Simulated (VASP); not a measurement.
A run of VASP 6.6.1 is set up as follows.

INCAR

```
SYSTEM = Be
ALGO     = Normal         ! electronic algorithm
EDIFF    = 1E-6           ! SCF threshold, eV
EDIFFG   = -0.01          ! ionic threshold
ENCUT    = 600            ! plane-wave cutoff, eV
GGA      = PS             ! functional
IBRION   = 2              ! ionic algorithm
ISIF     = 3              ! what is computed and relaxed
ISMEAR   = 1              ! smearing method
LASPH    = .TRUE.         ! aspherical terms in the spheres
LCHARG   = .FALSE.        ! write CHGCAR
LREAL    = .FALSE.        ! projectors in reciprocal space
LWAVE    = .FALSE.        ! write WAVECAR
NELM     = 80             ! most SCF steps
NSW      = 90             ! ionic steps
PREC     = Accurate       ! precision mode
PSTRESS  = 212.0        
SIGMA    = 0.1            ! smearing width, eV
```

Contents of KPOINTS:

```
k-points
0
G
  18 18 10
  0 0 0
```

Contents of POSCAR:

```
Be
1.0
    2.2853000000      0.0000000000      0.0000000000
   -1.1426500000      1.9791278553      0.0000000000
    0.0000000000      0.0000000000      3.5842000000
Be
2
Direct
    0.3333333333      0.6666666667      0.2500000000
    0.6666666667      0.3333333333      0.7500000000
```

Potentials or basis: VASP PAW PBE potentials, release 64 (Be).

The run is started by

```sh
$ cat potpaw_PBE.64/Be/POTCAR > POTCAR
$ mpirun -np 1 vasp_std > vasp.out
```

Question: Estimate the relaxed volume.

Answer: 6.85 Å³/atom.

Question: Estimate the band gap on the k mesh.

Answer: None (metal or under the smearing width).

Question: Estimate the relaxed cell.

Answer: a = 2.151 Å, b = 2.151 Å, c = 3.419 Å, α = 90.00°, β = 90.00°, γ = 120.00°.

Question: Estimate the space group after relaxing (to 0.05 Å).

Answer: P6_3/mmc (No. 194).

The path:
```tsv
step	energy change (eV)	largest force (eV/Å)	pressure (GPa)	volume (Å³)
1	0.0000	0.0000	-3.61	16.21
2	0.1520	0.0000	25.06	13.44
3	0.1155	0.0000	21.41	13.69
4	0.1093	0.0000	20.76	13.74
5	0.1088	0.0000	20.69	13.74
6	0.1088	0.0000	20.69	13.74
7	0.1143	0.0000	21.27	13.70
```

Caveat: the cell is relaxed towards a set pressure, so the enthalpy falls and the energy may rise; the volume moved by over 15 % at a fixed basis, so the end points are rough; the PAW data sets were made with another functional, which shifts forces and pressure a little.
